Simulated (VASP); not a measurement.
# Pd (Fm-3m) in VASP: single point with PBE0

Aim: the single point of Pd with PBE0.

Program: VASP 6.6.1. These are calculated values, not measurements. Logs are shortened: lines on timing, memory, paths and dates and some standing lists are left out, and cuts for length are marked.

## 1. The structure

The structure is cubic, space group Fm-3m (No. 225). Conventional cell: a = 3.872 Å, b = 3.872 Å, c = 3.872 Å, α = 90.00°, β = 90.00°, γ = 90.00°. Pd (site symmetry m-3m) has 12 Pd at 2.74 Å as nearest neighbours.

## 2. Single point, PBE0

Contents of POSCAR:

```
Pd
1.0
    0.0000000000      1.9362400000      1.9362400000
    1.9362400000      0.0000000000      1.9362400000
    1.9362400000      1.9362400000      0.0000000000
Pd
1
Direct
    0.0000000000      1.0000000000      1.0000000000
```

Contents of INCAR.step1:

```
ALGO     = Normal         # electronic algorithm
EDIFF    = 1E-5           # SCF threshold, eV
ENCUT    = 520            # plane-wave cutoff, eV
GGA      = PE             # functional
ISIF     = 2              # what is computed and relaxed
ISMEAR   = 0              # smearing method
LASPH    = True           # aspherical terms in the spheres
LCHARG   = False          # write CHGCAR
LREAL    = False          # projectors in reciprocal space
LWAVE    = True           # write WAVECAR
NBANDS   = 11             # bands
NELM     = 80             # most SCF steps
PREC     = Accurate       # precision mode
SIGMA    = 0.1            # smearing width, eV
```

Contents of INCAR.step2:

```
AEXX     = 0.25           # exact-exchange fraction
ALGO     = Normal         # electronic algorithm
EDIFF    = 1E-6           # SCF threshold, eV
ENCUT    = 520            # plane-wave cutoff, eV
GGA      = PE             # functional
ISIF     = 2              # what is computed and relaxed
ISMEAR   = 0              # smearing method
ISTART   = 1            
LASPH    = True           # aspherical terms in the spheres
LCHARG   = False          # write CHGCAR
LHFCALC  = True           # exact exchange
LREAL    = False          # projectors in reciprocal space
LWAVE    = False          # write WAVECAR
NBANDS   = 11             # bands
NELM     = 80             # most SCF steps
PREC     = Accurate       # precision mode
PRECFOCK = Fast         
SIGMA    = 0.1            # smearing width, eV
```

Contents of KPOINTS:

```
k-points
0
Gamma
  8 8 8
```

Potentials or basis: VASP PAW PBE potentials, release 64 (Pd).

On the command line:

```sh
$ cat potpaw_PBE.64/Pd/POTCAR > POTCAR
$ cp INCAR.step1 INCAR
$ mpirun -np 1 vasp_std > vasp.out
$ cp INCAR.step2 INCAR
$ mpirun -np 1 vasp_std > vasp.out
```

OUTCAR:

```text
AEXX = 0.25
   EDIFF = 1E-6
   ENCUT = 520
   GGA = PE
   ISIF = 2
   ISMEAR = 0
   ISTART = 1
   LASPH = True
   LHFCALC = True
   LREAL = False
   NELM = 80
   PREC = Accurate
   PRECFOCK = Fast

 ion  position               nearest neighbor table
   1  0.000  0.000  0.000-

  LATTYP: Found a face centered cubic cell.
 ALAT       =     3.8724800000

  Lattice vectors:

 A1 = (   0.0000000000,   1.9362400000,   1.9362400000)
 A2 = (   1.9362400000,   0.0000000000,   1.9362400000)
 A3 = (   1.9362400000,   1.9362400000,   0.0000000000)

Analysis of symmetry for initial positions (statically):
=====================================================================
 Subroutine PRICEL returns:
 Original cell was already a primitive cell.

 Routine SETGRP: Setting up the symmetry group for a
 face centered cubic supercell.

 Subroutine GETGRP returns: Found 48 space group operations
 (whereof 48 operations were pure point group operations)
 out of a pool of 48 trial point group operations.

The static configuration has the point symmetry O_h .

Analysis of symmetry for dynamics (positions and initial velocities):
=====================================================================
 Subroutine PRICEL returns:
 Original cell was already a primitive cell.

 Routine SETGRP: Setting up the symmetry group for a
 face centered cubic supercell.

 Subroutine GETGRP returns: Found 48 space group operations
 (whereof 48 operations were pure point group operations)
 out of a pool of 48 trial point group operations.

The dynamic configuration has the point symmetry O_h .

 Subroutine INISYM returns: Found 48 space group operations
 (whereof 48 operations are pure point group operations),
 and found     1 'primitive' translations

----------------------------------------------------------------------------------------

                                     Primitive cell

  volume of cell :      14.5180

  direct lattice vectors                    reciprocal lattice vectors
     0.000000000  1.936240000  1.936240000    -0.258232451  0.258232451  0.258232451
     1.936240000  0.000000000  1.936240000     0.258232451 -0.258232451  0.258232451
     1.936240000  1.936240000  0.000000000     0.258232451  0.258232451 -0.258232451

  length of vectors
     2.738256868  2.738256868  2.738256868     0.447271724  0.447271724  0.447271724

[... 92 lines left out ...]
   EFERMI =   0.00;   METHOD = LEGACY
   ISMEAR =     0;   SIGMA  =   0.10  broadening in eV -4-tet -1-fermi 0-gaus
   EFERMI_NEDOS =   21; number of points for ismear=-14 and -15
   IALGO  =     38    algorithm
   IMIX   =      1    mixing-type and parameters
     AMIX     =   0.40;   BMIX     =  1.00
     AMIX_MAG =   1.60;   BMIX_MAG =  1.00
  volume/ion in A,a.u.               =      14.52        97.97
  Fermi-wavevector in a.u.,A,eV,Ry     =   1.445791  2.732150 28.440433  2.090313
  Thomas-Fermi vector in A             =   2.563933
   LORBIT       =      0    0 simple, 1 ext, 2 COOP (PROOUT), +10 PAW based schemes
   GGA     = PE    functional components
   LHFCALC =     T    Hartree Fock is set to
   PRECFOCK=fast      Normal, Fast or Accurate (Low or Medium for compatibility)
   ENCUT4O =  -1.0   cutoff for four orbital integrals eV
   NKREDX  =     1    reduce k-point grid by
   NKREDY  =     1    reduce k-point grid by
   NKREDZ  =     1    reduce k-point grid by
   AEXX    =    0.2500 exact exchange contribution
   HFSCREEN=    0.0000 screening length (either q_TF or 0.3 A-1)
   HFSCREENC=   0.0000 screening length for correlation (either q_TF or 0.3 A-1)
   ENCUTFOCK=  -1.0 apply spherical cutoff to Coloumb kernel
   IVDW    =     0    specifies the selected vdW correction
   LEPSILON=     F    determine dielectric tensor
   LRPA    =     F    only Hartree local field effects (RPA)
 non-spin polarized calculation
 Gauss-broadening in eV      SIGMA  =   0.10
  energy-cutoff  :      520.00
  volume of cell :       14.52
 maximum number of plane-waves:       399
  NGX = 12; NGY = 12; NGZ = 12

 number of electron      10.0000002 magnetization

 Free energy of the ion-electron system (eV)
  ---------------------------------------------------
  ext. energy  EPLUGINS =         0.00000000
  ---------------------------------------------------
  free energy    TOTEN  =        -6.50363056 eV

  energy without entropy =       -6.50296497  energy(sigma->0) =       -6.50329776

 E-fermi :   9.2017     XC(G=0): -10.3728

 val. band max:        9.0576479554   @ k =  -0.3750   0.3750   0.1250
 cond. band min:       9.5079633617   @ k =   0.5000   0.2500   0.0000
 fundamental gap:      0.4503154063
 Fermi energy:         9.2017054927

 k-point     1 :       0.0000    0.0000    0.0000
  band No.  band energies     occupation
      1       1.3535      2.00000
      2       5.5729      2.00000
      3       5.5729      2.00000
      4       5.5729      2.00000
      5       7.2369      2.00000
      6       7.2369      2.00000
      7      28.5008      0.00000
      8      33.5734      0.00000
      9      33.5734      0.00000
     10      33.5734      0.00000
     11      38.7114      0.00000
[... 309 lines left out ...]
 k-point    24 :      -0.3750    0.2500    0.1250
  band No.  band energies     occupation
      1       3.9556      2.00000
      2       4.6025      2.00000
      3       6.1348      2.00000
      4       6.4778      2.00000
      5       8.7372      2.00000
      6      15.6325      0.00000
      7      18.6893      0.00000
      8      27.1261      0.00000
      9      27.6738      0.00000
     10      32.8890      0.00000
     11      38.8320      0.00000

 [... further k-points ...]

------------------------ aborting loop because EDIFF is reached ----------------------------------------

  FORCE on cell =-STRESS in cart. coord.  units (eV):
  Direction    XX          YY          ZZ          XY          YZ          ZX
  --------------------------------------------------------------------------------------
  -------------------------------------------------------------------------------------
  Total        0.5495700      0.5495700      0.5495700     -0.0000000      0.0000000     -0.0000000
  in kB       60.6493375     60.6493375     60.6493375     -0.0000000      0.0000000     -0.0000000
  external PRESSURE =      60.6493375 kB  Pullay stress =       0.0000000 kB

 VOLUME and BASIS-vectors are now :
 -----------------------------------------------------------------------------
  energy-cutoff  :      520.00
  volume of cell :       14.52
      direct lattice vectors                 reciprocal lattice vectors
     0.000000000  1.936240000  1.936240000    -0.258232451  0.258232451  0.258232451
     1.936240000  0.000000000  1.936240000     0.258232451 -0.258232451  0.258232451
     1.936240000  1.936240000  0.000000000     0.258232451  0.258232451 -0.258232451

 POSITION                                       TOTAL-FORCE (eV/Angst)
 -----------------------------------------------------------------------------------
      0.00000      0.00000      0.00000         0.000000      0.000000      0.000000
 -----------------------------------------------------------------------------------
    total drift:                                0.000000      0.000000      0.000000

  FREE ENERGIE OF THE ION-ELECTRON SYSTEM (eV)
  ---------------------------------------------------
  free  energy   TOTEN  =        -6.5036305551 eV

  energy  without entropy=       -6.5029649701  energy(sigma->0) =       -6.50329776
```

OUTCAR.step1:

```text
EDIFF = 1E-5
   ENCUT = 520
   GGA = PE
   ISIF = 2
   ISMEAR = 0
[... 553 lines left out ...]

 POSITION                                       TOTAL-FORCE (eV/Angst)
 -----------------------------------------------------------------------------------
      0.00000      0.00000      0.00000        -0.000000      0.000000      0.000000
 -----------------------------------------------------------------------------------
    total drift:                                0.000000     -0.000000     -0.000000

  FREE ENERGIE OF THE ION-ELECTRON SYSTEM (eV)
  ---------------------------------------------------
  free  energy   TOTEN  =        -5.1761190271 eV

  energy  without entropy=       -5.1646304556  energy(sigma->0) =       -5.17037474
```

Wall time 8.2 min (1 thread of Intel Xeon Platinum 8488C (Sapphire Rapids), shared host); peak memory 0.14 GiB.

Results:

```yaml
Free_energy: -6.5036 eV
Pressure: 6.1 GPa
Band_gap_on_the_k_mesh: none (metal or under the smearing width)
```

Caveat: the PAW data sets were made with another functional, which shifts forces and pressure a little.
